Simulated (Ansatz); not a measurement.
**A strain series on CdSe (zincblende): uniaxial along x, other directions held**

CdSe built on the zincblende prototype, relaxed with r2SCAN in Ansatz 0.2.0, then strained (uniaxial along x, other directions held; changes of length per length, axes as in the cell below) with the atoms relaxed again within the symmetry that is left. The symmetry is F-43m (No. 216, cubic); a = 6.136 Å in the conventional setting, 28.87 Å³ an atom. Around Cd lie 4 Se at 2.66 Å; around Se lie 4 Cd at 2.66 Å. No spin polarisation and no zero-point or thermal motion.

```yaml
crystal:
  lattice:
    - [0.00000, 3.06778, 3.06778]
    - [3.06778, 0.00000, 3.06778]
    - [3.06778, 3.06778, 0.00000]
  atoms:
    - { symbol: Cd, position: [0.00000, 0.00000, 0.00000] }
    - { symbol: Se, position: [0.25000, 0.25000, 0.25000] }
```

Gaps are the least over each mesh (PBE 8×8×8, r2SCAN 8×8×8, HSE06 6×6×6 when unstrained) and the special points, which keep their unstrained names; stress is the change from the unstrained cell, compression positive.

```tsv
strain (%)	gap, PBE (eV)	gap, r2SCAN (eV)	gap, HSE06 (eV)	edges, HSE06	stress along the strain, r2SCAN (GPa)	energy rise, r2SCAN (meV/atom)
-5.0	0.557	1.047	1.500	Γ	+3.29	14.1
0.0	0.555	1.037	1.483	Γ	0.00	0.0
+2.83	0.466	0.943	1.381	Γ	-1.73	4.7
+3.16	0.456	0.931	1.369	Γ	-1.92	5.8
```

**Question.** Estimate the row for a strain of +5.99 %.

**Answer.**
```tsv
strain (%)	gap, PBE (eV)	gap, r2SCAN (eV)	gap, HSE06 (eV)	edges, HSE06	stress along the strain, r2SCAN (GPa)	energy rise, r2SCAN (meV/atom)
+5.99	0.363	0.833	1.262	Γ	-3.54	20.0
```

Between zero and the nearest strains the slope of the HSE06 gap against strain is -0.003 eV per percent for negative and -0.036 for positive strain.

The runs are scalar-relativistic, without spin-orbit coupling.

The meshes of the hybrids are coarse, so their gaps aren't converged to the digits shown.
